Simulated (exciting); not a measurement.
Set up this calculation in exciting (release sodium), as the native input.

```yaml
Task: single point
Functional: LDA
Potentials_or_basis: all-electron LAPW+lo, shipped species files, valence relativity zora
rgkmax: 5
k_mesh: 9 × 9 × 9
Occupations: gaussian, width 0.1 eV
Spin: no spin polarisation
outputlevel: high
gmaxvr_cutoff_of_density_and_potential: 14 1/bohr
lmaxapw_and_lmaxmat: 10
lmaxvr: 8
nempty: 10
Valence_relativity: zora
epsengy: 1e-05 Ha
epspot: 1e-05 Ha
maxscl: 60
Muffin-tin_radii: Na 2.0, H 1.1 bohr
```

Crystal: NaH.

```xyz
2
Lattice="0.0000 2.4400 2.4400 2.4400 0.0000 2.4400 2.4400 2.4400 0.0000" Properties=species:S:1:pos:R:3 pbc="T T T"
Na    0.0000    0.0000    0.0000
H     2.4400    2.4400    2.4400
```

The input as run:

input.xml

```xml
<input>
  <title>NaH</title>
  <structure speciespath="./" tshift="false">
    <crystal scale="1">
      <basevect>0.000000000000 4.610931744087 4.610931744087</basevect>
      <basevect>4.610931744087 0.000000000000 4.610931744087</basevect>
      <basevect>4.610931744087 4.610931744087 0.000000000000</basevect>
    </crystal>
    <species speciesfile="Na.xml" rmt="2">
      <atom coord="0.000000000000 0.000000000000 0.000000000000"/>
    </species>
    <species speciesfile="H.xml" rmt="1.1">
      <atom coord="0.500000000000 0.500000000000 0.500000000000"/>
    </species>
  </structure>
  <groundstate do="fromscratch" ngridk="9 9 9" rgkmax="5" gmaxvr="14" lmaxapw="10" lmaxmat="10" lmaxvr="8" xctype="LDA_PW" stype="Gaussian" swidth="0.00367493" nempty="10" ValenceRelativity="zora" epsengy="1e-05" epspot="1e-05" maxscl="60" tforce="true" outputlevel="high"/>
</input>
```

Potentials or basis: all-electron LAPW+lo, shipped species files, valence relativity zora.

Command:

```bash
$ OMP_NUM_THREADS=1 exciting_smp
```

It gave:

- Band gap on the k mesh: 3.67 eV, indirect (least direct gap 4.41 eV)
- All electrons inside the program's atomic spheres: Na 9.95; H 0.48 (radii Na 2.0, H 1.1 bohr)

Caveat: an odd mesh through Γ misses points on the zone boundary, where band edges often lie.

Wall time 45 s on 1 thread of Arm Neoverse V2 (shared host), peak memory 0.13 GiB.
